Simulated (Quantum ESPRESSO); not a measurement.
# Ag (Fm-3m) in Quantum ESPRESSO: further runs, part 5 of 5

Quantum ESPRESSO 7.5. The steps go on from the part before.

### Step 7. Hubbard U by linear response, LDA+U

Contents of pw.in:

```
&CONTROL
  calculation = 'scf'
  prefix = 'pwscf'
  outdir = './tmp'
  pseudo_dir = './pseudo'
  tprnfor = .true.
  tstress = .true.
  disk_io = 'low'
/
&SYSTEM
  ibrav = 0
  nat = 1
  ntyp = 1
  ecutwfc = 86
  nbnd = 19
  occupations = 'smearing'
  smearing = 'mv'
  degauss = 0.01469973
/
&ELECTRONS
  conv_thr = 2d-10
  electron_maxstep = 120
  mixing_beta = 0.3
/
ATOMIC_SPECIES
Ag   107.8682 Ag.upf
CELL_PARAMETERS angstrom
   0.0000000000    2.0427500000    2.0427500000
   2.0427500000    0.0000000000    2.0427500000
   2.0427500000    2.0427500000    0.0000000000
ATOMIC_POSITIONS crystal
Ag     0.0000000000    0.0000000000    0.0000000000
K_POINTS automatic
8 8 8 0 0 0
HUBBARD {ortho-atomic}
U Ag-4d 3.0
```

Contents of scf2.in:

```
&CONTROL
  calculation = 'scf'
  prefix = 'pwscf'
  outdir = './tmp'
  pseudo_dir = './pseudo'
  tprnfor = .true.
  tstress = .true.
  disk_io = 'low'
/
&SYSTEM
  ibrav = 0
  nat = 1
  ntyp = 1
  ecutwfc = 86
  nbnd = 19
  occupations = 'smearing'
  smearing = 'mv'
  degauss = 0.01469973
/
&ELECTRONS
  conv_thr = 1d-13
  electron_maxstep = 120
  mixing_beta = 0.3
  startingpot = 'file'
  startingwfc = 'file'
/
ATOMIC_SPECIES
Ag   107.8682 Ag.upf
CELL_PARAMETERS angstrom
   0.0000000000    2.0427500000    2.0427500000
   2.0427500000    0.0000000000    2.0427500000
   2.0427500000    2.0427500000    0.0000000000
ATOMIC_POSITIONS crystal
Ag     0.0000000000    0.0000000000    0.0000000000
K_POINTS automatic
8 8 8 0 0 0
HUBBARD {ortho-atomic}
U Ag-4d 3.0
```

Contents of hp.in:

```
&INPUTHP
  prefix = 'pwscf'
  outdir = './tmp'
  nq1 = 2
  nq2 = 2
  nq3 = 2
  conv_thr_chi = 1d-06
  niter_max = 80
  iverbosity = 1
  alpha_mix(1) = 0.15
/
```

Potentials or basis: PseudoDojo 0.4.1 SR LDA standard.

On the command line:

```sh
$ OMP_NUM_THREADS=1 pw.x -in pw.in > pw.out
$ OMP_NUM_THREADS=1 pw.x -in scf2.in > scf2.out
$ OMP_NUM_THREADS=1 hp.x -in hp.in > hp.out
```

pw.out:

```text
This program is part of the open-source Quantum ESPRESSO suite
     for quantum simulation of materials; please cite
[... 9 lines left out ...]
     --------------------
     sticks:   dense  smooth     PW     G-vecs:    dense   smooth      PW
     Sum         703     703    211                12339    12339    2109

     Using Slab Decomposition

     bravais-lattice index     =            0
     lattice parameter (alat)  =       5.4592  a.u.
     unit-cell volume          =     115.0462 (a.u.)^3
     number of atoms/cell      =            1
     number of atomic types    =            1
     number of electrons       =        19.00
     number of Kohn-Sham states=           19
     kinetic-energy cutoff     =      86.0000  Ry
     charge density cutoff     =     344.0000  Ry
     scf convergence threshold =      2.0E-10
     mixing beta               =       0.3000
     number of iterations used =            8  plain     mixing
     Exchange-correlation= SLA  PW   NOGX NOGC
                           (   1   4   0   0   0   0   0)
     Hubbard projectors: ortho-atomic
     Hubbard parameters of DFT+U (Dudarev formulation) in eV:
     U(Ag-4d) =  3.0000

     Internal variables: lda_plus_u =T, lda_plus_u_kind = 0

     Internal variables: orbital_resolved =F, hub_pot_fix =F, apply_U = F

     celldm(1)=   5.459201  celldm(2)=   0.000000  celldm(3)=   0.000000
     celldm(4)=   0.000000  celldm(5)=   0.000000  celldm(6)=   0.000000

     crystal axes: (cart. coord. in units of alat)
               a(1) = (   0.000000   0.707107   0.707107 )
               a(2) = (   0.707107   0.000000   0.707107 )
               a(3) = (   0.707107   0.707107   0.000000 )

     reciprocal axes: (cart. coord. in units 2 pi/alat)
               b(1) = ( -0.707107  0.707107  0.707107 )
               b(2) = (  0.707107 -0.707107  0.707107 )
               b(3) = (  0.707107  0.707107 -0.707107 )

     PseudoPot. # 1 for Ag read from file:
     Ag.upf
     Pseudo is Norm-conserving + core correction, Zval = 19.0
     Generated using ONCVPSP code by D. R. Hamann
     Using radial grid of 1484 points,  6 beta functions with:
                l(1) =   0
                l(2) =   0
                l(3) =   1
                l(4) =   1
                l(5) =   2
                l(6) =   2

     atomic species   valence    mass     pseudopotential
     Ag               19.00   107.86820     Ag( 1.00)

     48 Sym. Ops., with inversion, found

   Cartesian axes

     site n.     atom                  positions (alat units)
         1        Ag     tau(   1) = (   0.0000000   0.0000000   0.0000000  )

     number of k points=    29  Marzari-Vanderbilt smearing, width (Ry)=  0.0147
                       cart. coord. in units 2pi/alat
        k(    1) = (   0.0000000   0.0000000   0.0000000), wk =   0.0039062
        k(    2) = (   0.0883883   0.0883883  -0.0883883), wk =   0.0312500
        k(    3) = (   0.1767767   0.1767767  -0.1767767), wk =   0.0312500
        k(    4) = (   0.2651650   0.2651650  -0.2651650), wk =   0.0312500
        k(    5) = (  -0.3535534  -0.3535534   0.3535534), wk =   0.0156250
        k(    6) = (   0.1767767   0.0000000   0.0000000), wk =   0.0234375
[... 21 lines left out ...]
        k(   28) = (  -0.7071068   0.1767767  -0.0000000), wk =   0.0468750
        k(   29) = (  -0.7071068   0.3535534   0.0000000), wk =   0.0234375

     Dense  grid:    12339 G-vectors     FFT dimensions: (  36,  36,  36)

     Initial potential from superposition of free atoms

     starting charge      18.9997, renormalised to      19.0000

     STARTING HUBBARD OCCUPATIONS:

     =================== HUBBARD OCCUPATIONS ===================
     ------------------------ ATOM    1 ------------------------
     Tr[ns(  1)] =  10.00000
     eigenvalues:
       1.000  1.000  1.000  1.000  1.000
     eigenvectors (columns):
       1.000  0.000  0.000  0.000  0.000
       0.000  1.000  0.000  0.000  0.000
       0.000  0.000  1.000  0.000  0.000
       0.000  0.000  0.000  1.000  0.000
       0.000  0.000  0.000  0.000  1.000
     occupation matrix ns (before diag.):
       1.000  0.000  0.000  0.000  0.000
       0.000  1.000  0.000  0.000  0.000
       0.000  0.000  1.000  0.000  0.000
       0.000  0.000  0.000  1.000  0.000
       0.000  0.000  0.000  0.000  1.000

     Number of occupied Hubbard levels =   10.0000

     Atomic wfc used for Hubbard projectors are orthogonalized

     Starting wfcs are   10 randomized atomic wfcs +    9 random wfcs

     Self-consistent Calculation

     iteration #  1     ecut=    86.00 Ry     beta= 0.30
     Davidson diagonalization with overlap
     ethr =  1.00E-02,  avg # of iterations =  5.6

     =================== HUBBARD OCCUPATIONS ===================
     ------------------------ ATOM    1 ------------------------
     Tr[ns(  1)] =   9.84497
     eigenvalues:
       0.981  0.981  0.981  0.989  0.989
     eigenvectors (columns):
      -0.000 -0.000 -0.000  0.349 -0.937
      -0.282  0.495 -0.822 -0.000  0.000
      -0.411  0.712  0.570 -0.000 -0.000
       0.000  0.000  0.000 -0.937 -0.349
       0.867  0.498  0.003  0.000 -0.000
     occupation matrix ns (before diag.):
       0.989 -0.000  0.000  0.000  0.000
      -0.000  0.981 -0.000  0.000  0.000
       0.000 -0.000  0.981  0.000  0.000
       0.000  0.000  0.000  0.989 -0.000
       0.000  0.000  0.000 -0.000  0.981

     Number of occupied Hubbard levels =    9.8450

     Threshold (ethr) on eigenvalues was too large:
     Diagonalizing with lowered threshold

     Davidson diagonalization with overlap
     ethr =  2.41E-04,  avg # of iterations =  1.4

     total energy              =    -309.95182632 Ry
     estimated scf accuracy    <       0.04586743 Ry

     iteration #  2     ecut=    86.00 Ry     beta= 0.30
     Davidson diagonalization with overlap
     ethr =  2.41E-04,  avg # of iterations =  1.1

     total energy              =    -309.95603821 Ry
     estimated scf accuracy    <       0.00334956 Ry

     iteration #  3     ecut=    86.00 Ry     beta= 0.30
     Davidson diagonalization with overlap
     ethr =  1.76E-05,  avg # of iterations =  2.3

     total energy              =    -309.95610296 Ry
     estimated scf accuracy    <       0.00065359 Ry
[... 19 lines left out ...]
     total energy              =    -309.95616384 Ry
     estimated scf accuracy    <       0.00000033 Ry

     iteration #  7     ecut=    86.00 Ry     beta= 0.30
     Davidson diagonalization with overlap
     ethr =  1.73E-09,  avg # of iterations =  1.0

     total energy              =    -309.95616386 Ry
     estimated scf accuracy    <       0.00000002 Ry

     iteration #  8     ecut=    86.00 Ry     beta= 0.30
     Davidson diagonalization with overlap
     ethr =  1.25E-10,  avg # of iterations =  2.0

     End of self-consistent calculation

     =================== HUBBARD OCCUPATIONS ===================
     ------------------------ ATOM    1 ------------------------
     Tr[ns(  1)] =   9.89343
     eigenvalues:
       0.987  0.987  0.987  0.993  0.993
     eigenvectors (columns):
      -0.000 -0.000 -0.000 -0.598  0.801
      -0.284  0.669 -0.687  0.000  0.000
      -0.363  0.588  0.723  0.000  0.000
       0.000  0.000  0.000  0.801  0.598
       0.888  0.455  0.076 -0.000  0.000
     occupation matrix ns (before diag.):
       0.993 -0.000  0.000  0.000  0.000
      -0.000  0.987 -0.000  0.000  0.000
       0.000 -0.000  0.987  0.000  0.000
       0.000  0.000  0.000  0.993 -0.000
       0.000  0.000  0.000 -0.000  0.987
[... 111 lines left out ...]
          k =-0.0884-0.6187 0.6187 (  1565 PWs)   bands (ev):

   -74.4738 -38.1176 -38.0411 -38.0277   9.5201   9.6676  12.4823  12.5351
    12.9745  18.3242  24.9360  26.0117  28.4666  34.1209  36.6868  45.9257
    48.2547  51.9472  52.5064

          k = 0.0000-0.5303 0.5303 (  1556 PWs)   bands (ev):

   -74.4726 -38.1029 -38.0701 -38.0207   9.7405  10.1555  11.7148  12.2440
    12.7774  21.2861  22.2266  24.1615  29.7486  33.9189  41.0793  44.5002
    45.6832  50.4377  51.6180

          k =-0.7071 0.0000 0.0000 (  1572 PWs)   bands (ev):

   -74.4736 -38.1285 -38.0333 -38.0333   9.3104   9.4268  12.8068  13.0692
    13.0692  18.5641  23.7151  27.6323  27.6323  34.2557  34.2797  46.8509
    51.4271  53.0799  53.0799

          k = 0.3536 0.1768 0.0000 (  1552 PWs)   bands (ev):

   -74.4819 -38.0681 -38.0137 -37.9927  10.3155  10.6408  11.0795  11.8604
    12.1520  13.9119  28.8817  29.2593  33.3157  36.4799  38.2608  41.5120
    43.7205  47.1725  49.0986

          k =-0.2652-0.4419 0.6187 (  1554 PWs)   bands (ev):

   -74.4780 -38.1013 -38.0330 -38.0033  10.1508  10.6399  11.1204  11.7890
    12.5588  16.4985  24.3637  28.7930  31.1466  36.1619  39.6323  43.0185
    44.3102  47.9467  51.0615

          k =-0.1768-0.3536 0.5303 (  1536 PWs)   bands (ev):
[... 11 lines left out ...]
          k =-0.0884-0.4419 0.6187 (  1555 PWs)   bands (ev):

   -74.4728 -38.1015 -38.0633 -38.0250   9.9712  10.2642  11.2695  12.1218
    12.8973  20.3195  22.8133  25.7964  27.5943  36.4479  40.7491  42.5643
    47.4676  48.2587  51.2752

          k = 0.0000-0.3536 0.5303 (  1554 PWs)   bands (ev):

   -74.4738 -38.0924 -38.0712 -38.0162  10.2600  10.7041  10.7112  11.9726
    12.6597  19.3818  23.9574  24.9132  29.1179  36.8585  40.1487  44.6096
    46.1857  46.3980  51.4919

          k =-0.7071 0.1768-0.0000 (  1550 PWs)   bands (ev):

   -74.4724 -38.1156 -38.0481 -38.0346   9.6196   9.7458  12.1028  12.4774
    13.0698  20.0594  23.7730  25.9799  26.2910  36.0708  37.2128  44.4394
    49.9735  50.0970  53.1660

          k =-0.7071 0.3536 0.0000 (  1564 PWs)   bands (ev):

   -74.4712 -38.0827 -38.0827 -38.0358  10.0344  10.6855  10.6855  12.0364
    13.0703  22.9652  22.9652  23.8968  25.2959  39.8482  39.8482  41.4810
    45.3398  51.3228  51.3228

     the Fermi energy is    16.6225 ev

!    total energy              =    -309.95616386 Ry
     estimated scf accuracy    <          2.0E-10 Ry
     smearing contrib. (-TS)   =       0.00012968 Ry
     internal energy E=F+TS    =    -309.95629354 Ry

     The total energy is F=E-TS. E is the sum of the following terms:
     one-electron contribution =    -120.46242721 Ry
     hartree contribution      =      70.94992895 Ry
     xc contribution           =     -46.07287773 Ry
     ewald contribution        =    -214.38253174 Ry
     Hubbard energy            =       0.01161420 Ry

     convergence has been achieved in   8 iterations

     Forces acting on atoms (cartesian axes, Ry/au):

     atom    1 type  1   force =     0.00000000    0.00000000    0.00000000

     Total force =     0.000000     Total SCF correction =     0.000000

     Computing stress (Cartesian axis) and pressure

          total   stress  (Ry/bohr**3)                   (kbar)     P=      -50.14
  -0.00034084   0.00000000  -0.00000000          -50.14        0.00       -0.00
   0.00000000  -0.00034084   0.00000000            0.00      -50.14        0.00
  -0.00000000   0.00000000  -0.00034084           -0.00        0.00      -50.14

=------------------------------------------------------------------------------=
   JOB DONE.
=------------------------------------------------------------------------------=
```

Run time: 80 s. Hardware: 1 thread of Intel Xeon 6975P-C (Granite Rapids), shared host; peak memory 0.05 GiB.

What came out:

```yaml
Free_energy: -4217.1684 eV
Pressure: -5.0 GPa
Band_gap_on_the_k_mesh: none (metal or under the smearing width)
Hubbard_U_from_linear_response: 16.49 eV
```

Levels at points of the mesh, in eV from the Fermi level:
| k point | band 8 | band 9 | band 10 | band 11 | band 12 | band 13 |
| --- | --- | --- | --- | --- | --- | --- |
| (0.00, 0.00, 0.00) | -5.66 | -4.60 | -4.60 | 16.61 | 20.07 | 20.07 |
| (0.00, 0.00, -0.50) | -3.77 | -3.77 | -0.04 | 3.85 | 15.82 | 18.24 |
| (0.00, -0.50, -0.50) | -3.55 | -3.55 | 1.94 | 7.09 | 11.01 | 11.01 |

Eigenvalues of the final occupation matrices:
| site | spin | trace | eigenvalues |
| --- | --- | --- | --- |
| Ag 1 4d | each | 4.95 | 0.99 0.99 0.99 0.99 0.99 |

Hubbard U from linear response:
| site | manifold | U (eV) |
| --- | --- | --- |
| 1 | Ag-4d | 16.49 |
On the first site the bare response is -0.027 and the screened one -0.019 eV⁻¹.

Caveat: the k mesh is coarse; the computed U isn't converged in cell size; U without spin polarisation on a metal has little footing; the U is typed as a test and isn't derived for this compound.

### Step 8. The runs side by side

| task | level | potentials or basis | U | cell | k mesh | cutoff (eV) | smearing | mixing beta | form of the LDA correlation | start of the occupations | hubbard projectors | q mesh | gap on the mesh (eV) | pressure (GPa) |
| --- | --- | --- | --- | --- | --- | --- | --- | --- | --- | --- | --- | --- | --- | --- |
| phonons | PBEsol | GBRV 1.5 PBEsol | - | relaxed | 11 × 11 × 11 | 762 | cold 0.136 eV | 0.5 | - | - | - | - | none | 0.2 |
| phonons | LDA | PseudoDojo 0.4.1 SR LDA standard | - | relaxed | 11 × 11 × 11 | 1170 | gaussian 0.2 eV | 0.5 | PW92 | - | - | - | none | 0.0 |
| phonons | LDA | PseudoDojo 0.4.1 SR LDA standard | - | relaxed | 11 × 11 × 11 | 1170 | gaussian 0.136 eV | 0.5 | PW92 | - | - | - | none | -7.6 |
| phonons | PBEsol | PseudoDojo 0.4.1 SR PBEsol standard | - | relaxed | 11 × 11 × 11 | 1116 | methfessel-paxton 0.2 eV | 0.5 | - | - | - | - | none | -0.1 |
| phonons | PBEsol | PseudoDojo 0.4.1 SR PBEsol standard | - | relaxed | 11 × 11 × 11 | 1116 | cold 0.136 eV | 0.5 | - | - | - | - | none | -3.1 |
| Hubbard U by linear response | LDA+U | PseudoDojo 0.4.1 SR LDA standard | Ag d U = 3 eV | as given | 8 × 8 × 8 | 1170 | cold 0.2 eV | 0.3 | PW92 | default | ortho-atomic | 2 × 2 × 2 | none | -5.0 |

Alike in all rows: no spin polarisation.

Caveats: the q point doesn't lie on the k mesh, which can shift a metal's frequencies strongly unless the mesh is converged (some runs); the cell is more than 3 GPa from zero pressure, which shifts response properties (some runs); the computed U isn't converged in cell size (some runs); U without spin polarisation on a metal has little footing (some runs); the U is typed as a test and isn't derived for this compound (some runs).

Total energies depend on the potentials used, so only differences within one code and one set of settings carry meaning.
